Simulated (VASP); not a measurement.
Al2O3 (Corundum):

```xyz
10
Lattice="2.3803 1.3742 4.3319 -2.3803 1.3742 4.3319 0.0000 -2.7485 4.3319" Properties=species:S:1:pos:R:3 pbc="T T T"
Al    0.0000    0.0000    4.5765
Al    0.0000    0.0000    1.9213
Al    0.0000    0.0000    8.4191
Al    0.0000    0.0000   11.0743
O    -0.9203    1.3742    7.5808
O    -0.7300   -1.4841    7.5808
O     1.6503    0.1099    7.5808
O     0.9203   -1.3742    5.4148
O     0.7300    1.4841    5.4148
O    -1.6503   -0.1099    5.4148
```

```yaml
Program: VASP 6.6.1
Task: relaxation of cell and atoms
Functional: PBE
Potentials_or_basis: VASP PAW PBE potentials, release 64 (Al, O)
Cutoff: 600 eV
k_mesh: 9 × 9 × 7
Occupations: gaussian, width 0.03 eV
Spin: no spin polarisation
```

At the start: pressure 6.9 GPa; volume 8.50 Å³/atom.

Task: How do energy, volume and symmetry change on relaxing?

Result: Over 5 steps the energy falls by 5.1 meV/atom and the volume is 8.74 Å³/atom (+2.8 %); space group R-3c (No. 167, to 0.05 Å).

The path:
| step | energy change (eV) | largest force (eV/Å) | pressure (GPa) | volume (Å³) |
| --- | --- | --- | --- | --- |
| 1 | 0.0000 | 0.0276 | 6.85 | 85.02 |
| 2 | -0.0141 | 0.0476 | -5.32 | 89.57 |
| 3 | -0.0505 | 0.0372 | -0.02 | 87.44 |
| 4 | -0.0505 | 0.0370 | 0.11 | 87.39 |
| 5 | -0.0507 | 0.0032 | 0.11 | 87.40 |

Final structure:
```xyz
10
Lattice="2.4024 1.3870 4.3712 -2.4024 1.3870 4.3712 0.0000 -2.7741 4.3712" Properties=species:S:1:pos:R:3 pbc="T T T"
Al    0.0000    0.0000    4.6179
Al    0.0000    0.0000    1.9390
Al    0.0000    0.0000    8.4959
Al    0.0000    0.0000   11.1747
O    -0.9312    1.3870    7.6497
O    -0.7356   -1.5000    7.6497
O     1.6668    0.1129    7.6497
O     0.9312   -1.3870    5.4641
O     0.7356    1.5000    5.4641
O    -1.6668   -0.1129    5.4641
```
